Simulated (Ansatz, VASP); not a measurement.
CdS in VASP and in Ansatz

POSCAR

```
CdS
1.0
    0.0000000000      2.9100000000      2.9100000000
    2.9100000000      0.0000000000      2.9100000000
    2.9100000000      2.9100000000      0.0000000000
Cd S
1 1
Direct
    0.0000000000      0.0000000000      0.0000000000
    0.7500000000      0.7500000000      0.7500000000
```

INCAR.step1

```
PREC     = Accurate       # precision mode
ENCUT    = 520            # plane-wave cutoff, eV
ISMEAR   = 0              # smearing method
SIGMA    = 0.1            # smearing width, eV
LREAL    = F              # projectors in reciprocal space
LASPH    = T              # aspherical terms in the spheres
NELM     = 80             # most SCF steps
NBANDS   = 16             # bands
GGA      = PE             # functional
ALGO     = Normal         # electronic algorithm
EDIFF    = 1E-4           # SCF threshold, eV
LWAVE    = T              # write WAVECAR
LCHARG   = F              # write CHGCAR
```

The input INCAR.step2:

```
PREC     = Accurate       # precision mode
ENCUT    = 520            # plane-wave cutoff, eV
EDIFF    = 1E-6           # SCF threshold, eV
ISMEAR   = 0              # smearing method
SIGMA    = 0.1            # smearing width, eV
LREAL    = F              # projectors in reciprocal space
LASPH    = T              # aspherical terms in the spheres
NELM     = 80             # most SCF steps
ALGO     = Normal         # electronic algorithm
ISIF     = 2              # what is computed and relaxed
LWAVE    = F              # write WAVECAR
LCHARG   = T              # write CHGCAR
METAGGA  = R2SCAN         # meta-GGA
LMIXTAU  = T            
LELF     = T              # ELF
LVHAR    = T            
NBANDS   = 16             # bands
ISTART   = 1
```

KPOINTS

```
regular mesh
0
Gamma
  6 6 6
```

Input for Ansatz:

```yaml
crystal:
  lattice:
    - [0.0, 2.91, 2.91]
    - [2.91, 0.0, 2.91]
    - [2.91, 2.91, 0.0]
  atoms:
    - { symbol: Cd, position: [0.0, 0.0, 0.0] }
    - { symbol: S, position: [0.75, 0.75, 0.75] }
basis:
  ecutwfc: 500
kpoints:
  mp_grid: { grid: [6, 6, 6] }
hamiltonian:
  xc: r2scan
scf:
  occupations: { method: gaussian, width: 0.1 }
output:
  forces: true
  stress: true
  eigenvalues: true
```

Alike in both runs: task single point; functional r2SCAN; k mesh 6 × 6 × 6; occupations gaussian, width 0.1 eV; no spin polarisation.

|  | VASP | Ansatz |
| --- | --- | --- |
| version | VASP 6.6.1 | Ansatz 0.2.0 |
| potentials or method | VASP PAW PBE potentials, release 64 (Cd, S) | scalar-relativistic, plane waves, PAW |
| plane-wave cutoff (eV) | 520 | 500 |
| valence electrons in the cell | 18 | 26 |

Ansatz gave:

```
gap on the k mesh at the Fermi level (eV) : 1.61
least direct gap on the mesh (eV)         : 1.61
pressure (GPa)                            : 1.9
```

Question: Estimate VASP's values.

Answer: gap on the k mesh at the Fermi level (eV): 1.61; least direct gap on the mesh (eV): 1.61; pressure (GPa): 2.3.

The functional is the same, so the differences come from potentials, cutoffs and numerics. The two sets of potentials don't hold the same shells in valence.

Caveats: the PAW data sets were made with another functional, which shifts forces and pressure a little (VASP). r2SCAN opens gaps a little over a GGA but as a rule still falls short of measured ones.
